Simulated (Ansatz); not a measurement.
The cell is COD entry 9008768, as deposited and not checked against the literature; nothing was relaxed.

YN: DFT, PBE, PAW with Ansatz's default frozen-core files, scalar-relativistic (Ansatz 0.2.0).

```yaml
crystal:
  lattice:
    - [0.0, 2.4385, 2.4385]
    - [2.4385, 0.0, 2.4385]
    - [2.4385, 2.4385, 0.0]
  atoms:
    - { symbol: "Y", position: [0.0, 0.0, 0.0] }
    - { symbol: "N", position: [0.5, 0.5, 0.5] }
kpoints:
  mp_grid: { grid: [9, 9, 9] }
  band_path:
    path:
      - [0.0, 0.0, 0.0]
      - [0.5, 0.0, 0.5]
      - [0.625, 0.25, 0.625]
      - [0.375, 0.375, 0.75]
      - [0.0, 0.0, 0.0]
      - [0.5, 0.5, 0.5]
      - [0.5, 0.25, 0.75]
      - [0.5, 0.0, 0.5]
    npoints: 8
scf:
  occupations: { method: fermi_dirac, width: 0.03 }
hamiltonian:
  xc: pbe
  pseudopotentials: { kind: paw }
output:
  forces: true
  stress: true
  eigenvalues: true
  efg: { contact_densities: true }
  populations: true
  bader: true
  dos: { projected: true, de: 0.2, e_range: [-14, 8] }
```

Output:

```
Y: output.efg is read without spin–orbit coupling, which moves field gradients at and beside such atoms by some per cent and up to a factor of two; PAW files take it under magnetization.noncollinear and magnetization.spin_orbit
Engine: ansatz 0.2.0
Pseudopotentials: kind: paw
Pseudopotential: Y, paw, valence charge 11, recommended cutoff 420 eV (normal)
Pseudopotential: N, paw, valence charge 5, recommended cutoff 420 eV (normal)
Functional definition: PBE
  parameter kappa = 0.804
  parameter beta = 0.06672455060314922
  exchange = pbe_x(kappa = kappa, mu = beta*pi^2/3)
  correlation = pbe_c(beta = beta)
Crystal: 2 atoms, lattice volume = 29.000 Å³
Basis set: ecut = 420 eV, 537 PW (Γ), exchange–correlation on 48×48×48 points (8 copies of the dense FFT grid, shifted against one another)
Bands: 12, of which v1, the nominal top of the filled ones, is band 8 counted from 1 (7 counted from 0)
Symmetry: 48 space group operations
Space group: Fm-3m (ITA 225), of the structure as read, at distance tolerance 3.1e-5 Å
k-points: 35 of 729
Non-local potential: Y, projectors of the file, l = 0: 3, l = 1: 2, l = 2: 2, l = 3: 1
Non-local potential: N, projectors of the file, l = 0: 2, l = 1: 2, l = 2: 1
PAW form: soft (Blöchl's): semilocal exchange-correlation on the pseudo side does not see the compensation charge
PAW one-centre angular grid: Y, 590 points (default); XC on 64 Gauss nodes
PAW one-centre angular grid: N, 110 points (default); XC on 64 Gauss nodes
Initial density: superposition of atomic densities (neutral atoms: chi_scale 0, normalization atom), corrected by the library's trained network
Initial wavefunctions: pseudopotential atomic-orbital guess
Functional: x = pbe(κ = 0.804, μ = 0.2195149727645171), c = pbe(β = 0.06672455060314922)
SCF iter   1: F=—  HF=-4236.075304 eV  |F-HF|=—  |Δ(HF+E_count)|=         —  Δρ=4.61e-4  dr2=4.64e-5  ethr=1.77e-3  ⟨swp⟩=5.7  Hψ=2231  notcnv=0
preconditioner: auto → none  [insulator: Δε(μ)=0.240 eV  Ē_g=17.026 eV  σ=0.030 eV  W_gap=0.96  n_scr=8 (ndim 8)  ℏωp=25.8 eV  f_vac=0.000  D(μ)=0.01/eV (n_scr^D=0)  ε∞_Penn≈3.3]
SCF iter   2: F=—  HF=-4236.075225 eV  |F-HF|=—  |Δ(HF+E_count)|=   7.90e-5  Δρ=2.09e-4  dr2=3.86e-6  ethr=2.90e-7  ⟨swp⟩=2.9  Hψ=1069  notcnv=0
SCF iter   3: F=—  HF=-4236.075236 eV  |F-HF|=—  |Δ(HF+E_count)|=   1.18e-5  Δρ=1.16e-4  dr2=9.53e-7  ethr=2.41e-8  ⟨swp⟩=2.1  Hψ=662  notcnv=0
iter 4 did not close the SCF: its close was put off for the readings that it lacked (scf_convergence_deferred on its scf_iter line)
SCF iter   4: F=-4236.075243 eV  HF=-4236.075243 eV  |F-HF|=2.98e-8  |Δ(HF+E_count)|=   6.65e-6  Δρ=1.23e-5  dr2=3.74e-8  ethr=5.95e-9  ⟨swp⟩=2.0  Hψ=665  notcnv=0
iter 5 did not close the SCF: its close was put off for the readings that it lacked (scf_convergence_deferred on its scf_iter line)
SCF iter   5: F=-4236.075243 eV  HF=-4236.075243 eV  |F-HF|=3.07e-9  |Δ(HF+E_count)|=   1.21e-8  Δρ=4.20e-6  dr2=3.96e-9  ethr=2.34e-10  ⟨swp⟩=2.6  Hψ=721  notcnv=0
SCF iter   6: F=-4236.075243 eV  HF=-4236.075243 eV  |F-HF|=3.73e-11  |Δ(HF+E_count)|=   1.10e-9  Δρ=6.02e-7  dr2=6.58e-11  ethr=2.47e-11  ⟨swp⟩=1.4  Hψ=1285  notcnv=0
SCF 1 converged in 6 iterations: F = -4236.075243 eV  dr2 = 6.58e-11
  greatest PAW one-centre occupation: 0.993 electrons in one spin orbital (limit 2), on the Y atom at site 0 (counted from 0), in its partial waves of l = 0
NSCF: frozen V_eff on 57 k-points
SCF converged after 6 iterations
Free energy (F): -4236.075243 eV
Harris-Foulkes:  -4236.075243 eV  (|F-HF|=3.73e-11)
Internal energy: -4236.075179 eV  (E = F + TS)
E sigma→0 (E₀):  -4236.075211 eV
Entropy (-TS):   -0.000064 eV (-0.032 meV/atom)
Fermi energy:    12.182464 eV
--- Per-component energies (eV) ---
  E_band       = -48.129962
  E_kinetic    = 437.857382
  E_local      = -600.774045  (includes V_loc(G=0)·N_el)
  E_nonlocal   = 94.797118
  E_hartree    = 185.237050
  E_xc         = -235.849779
  E_vxc        = -278.678481  (∫ρ·V_xc dr)
  E_paw        = -2952.172699  (= ΣΔE_a)
  E_vpaw       = -71.806290  (= ΣTr[D̂ρ^β])
  E_aug_tail   = 0.000095  (compensation charges beyond the density's cutoff)
  E_ewald      = -1165.170300
  E_smearing   = -0.000064  (= −TS)
  E_closure    = 0.000000  (closes the sum)
  Σ components = -4236.075243   (vs F -4236.075243, Δ=0.00e0)
--- Forces (eV/Å), atoms counted from 1 ---
  atom   1  Y     -0.00000000     0.00000000    -0.00000000
  atom   2  N      0.00000000    -0.00000000    -0.00000000
  max |Σ_I F_I| component: 1.60e-29 eV/Å
--- Stress (GPa, compression-positive) ---
        2.957619      -0.000000       0.000000
       -0.000000       2.957619      -0.000000
        0.000000       0.000000       2.957619
  P = ⅓ Tr σ = 2.9576 GPa (29.576 kbar)
--- PAW observables at the nuclei: V_zz in 10²¹ V/m², potentials from the cell's mean, atoms counted from 1 ---
  atom   1  Y  V_zz =    -0.000000   η = 0.0000   by run symmetry: forbidden
            electrostatic potential = -5719.644880 V   contact ρ = 443892.046791 e/Å³
  atom   2  N  V_zz =    -0.000000   η = 0.0000   by run symmetry: forbidden
            electrostatic potential = -520.842125 V   contact ρ = 1415.518742 e/Å³
--- Band table (eV; the first three rows and the last of 35) ---
  k-point 0: bands = ["-28.6921", "-8.3398", "-8.3398", "-8.3398", "-0.8336", "12.0738", "12.0738", "12.0738", "15.2289", "15.2289", "15.2289", "16.3116"]
  k-point 1: bands = ["-28.6778", "-8.4956", "-8.3499", "-8.3499", "-0.6189", "11.3276", "11.6611", "11.6611", "15.3220", "15.5313", "15.5313", "17.0061"]
  k-point 2: bands = ["-28.6413", "-8.8613", "-8.3754", "-8.3754", "-0.0920", "9.9716", "10.8791", "10.8791", "15.6241", "16.3236", "16.3236", "18.3723"]
  k-point 34: bands = ["-28.5310", "-9.0421", "-8.8893", "-8.7045", "0.1086", "9.8108", "10.4718", "10.5745", "15.5810", "16.7435", "19.4879", "19.8992"]
--- Löwdin populations: 2 sites ---
  site symbol       q [e]
     0      Y     10.2021
     1      N      5.7490
  spilling = 0.003054 (of n_electrons = 16.000000)
--- Bader charges: 2 sites ---
  site symbol  charge [e]  shift [e]
     0      Y      1.8810     0.0002
     1      N     -1.8810     0.0002
  estimated error of the sums over rays = 6.2e-4 e
```

populations.tsv:

```
# site	symbol	l	j	q
# orbitals = lowdin
# n_electrons = 16.000000
# spilling = 0.003054
0	Y	0_4S	-	1.943115
0	Y	0_5S	-	0.391804
0	Y	1_4P	-	5.969677
0	Y	2_4D	-	1.897554
1	N	0_2S	-	1.521608
1	N	1_2P	-	4.227377
```

bader_charges.tsv:

```
# site	symbol	x_ang	y_ang	z_ang	partial_charge_e	electrons	volume_ang3	relative_density_drop	shared_charge_e	partial_wave_shift_e
# quadrature_error_electrons = 6.2e-4
0	Y	0.0000	0.0000	0.0000	1.88096	37.11904	13.17	-	1.88096	0.00019
1	N	2.4385	2.4385	2.4385	-1.88096	8.88096	15.83	-	-1.88096	0.00019
```
